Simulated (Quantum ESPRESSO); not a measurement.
BaTiO3, 5 atoms in the cell. The structure is tetragonal, space group P4mm (No. 99). Conventional cell: a = 4.000 Å, b = 4.000 Å, c = 4.018 Å, α = 90.00°, β = 90.00°, γ = 90.00°. Ba (site symmetry 4mm) is surrounded by 12 O at 2.79 to 2.88 Å. Ti (site symmetry 4mm) has 6 O at 1.89 to 2.13 Å as nearest neighbours. Around O (site symmetry 2mm) lie 2 Ti at 2.00 Å. O (site symmetry 4mm) has 2 Ti at 1.89 to 2.13 Å as nearest neighbours. 

| Property | Result |
| --- | --- |
| Program | Quantum ESPRESSO 7.5 |
| Task | phonons |
| Functional | PBE |
| Potentials or basis | JTH 2.0 PBE |
| Cutoff | 707 eV |
| Density cutoff | 4245 eV |
| k mesh | 2 × 2 × 2, shifted |
| Occupations | fermi-dirac, width 0.05 eV |
| Spin | no spin polarisation |
| Mixing beta | 0.5 |
| Most SCF iterations | 120 |
| SCF threshold | 1e-09 Ry |

Potentials or basis: JTH 2.0 PBE.

Run with:

```console
$ OMP_NUM_THREADS=1 mpirun -n 4 pw.x -in pw.in > pw.out
$ OMP_NUM_THREADS=1 mpirun -n 4 pw.x -in relax.in > relax.out
$ OMP_NUM_THREADS=1 mpirun -n 4 pw.x -in scf2.in > scf2.out
$ OMP_NUM_THREADS=1 mpirun -n 4 ph.x -in ph.in > ph.out
$ OMP_NUM_THREADS=1 mpirun -n 1 dynmat.x -in dynmat.in > dynmat.out
$ OMP_NUM_THREADS=1 mpirun -n 1 dynmat.x -in dynmat_lo.in > dynmat_lo.out
```

Hardware: 4 MPI ranks on Intel(R) Xeon(R) Processor @ 2.50GHz (Skylake/Cascade Lake), on a shared host.

Estimate the wall time of this run.

Run time: 17 min on 4 MPI ranks on Intel(R) Xeon(R) Processor @ 2.50GHz (Skylake/Cascade Lake), with other jobs on the host, peak memory 0.56 GiB a rank. Counts: scf iterations 95, k pools 1, bands 28, ion steps 10, k points 1, g dense 40411.
